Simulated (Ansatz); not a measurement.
LaAlO$_{3}$ (cubic perovskite)

```
LaAlO3
1.0
    3.81241     0.00000     0.00000
    0.00000     3.81241     0.00000
    0.00000     0.00000     3.81241
La Al O
1 1 3
Direct
  0.50000   0.50000   0.50000
  0.00000   0.00000   0.00000
  0.00000   0.50000   0.00000
  0.50000   0.00000   0.00000
  0.00000   0.00000   0.50000
```

In this cell atom 3 (O, nearest neighbour Al at 1.906 Å; its periodic images, 3.8 Å or more away, move with it) is moved by s towards the nearest neighbour, unit vector (0.000, -1.000, 0.000); all other atoms and the cell stay fixed.

The numbers are results of PBE (plane waves to 420 eV, PAW, scalar-relativistic; Ansatz, a quantum-chemistry and plane-wave program), not measurements. k mesh 7×7×7 (Γ-centred), Fermi-Dirac smearing 0.05 eV. E stands for the smeared free energy. LaAlO3 is run without spin polarisation. LaAlO3 was relaxed with its symmetry unable to fall. This is a high-temperature form of LaAlO3. The zero of ΔE is the undisplaced structure.

```tsv
s (Å)	ΔE (meV/cell)
-0.380	1866
-0.304	1078
-0.228	558
-0.152	234
-0.076	56
0.000	0
0.076	56
0.152	234
0.228	558
0.304	1078
0.380	1866
```

Question: What force constant k = d²E/ds² at s = 0 does the table give?

Answer: 19 eV/Å². It is the second difference of the nearest points, corrected with the next pair.

Question: With k = 19.25 eV/Å² from the forces, is the well harmonic out to s = 0.380 Å?

Answer: ½ks² = 1390 meV/cell against the computed 1866 meV/cell, so the well is stiffer than harmonic there.

(A displaced cell: forces are minus the slopes of the energy, force constants its curvatures, and phonons follow from these.)
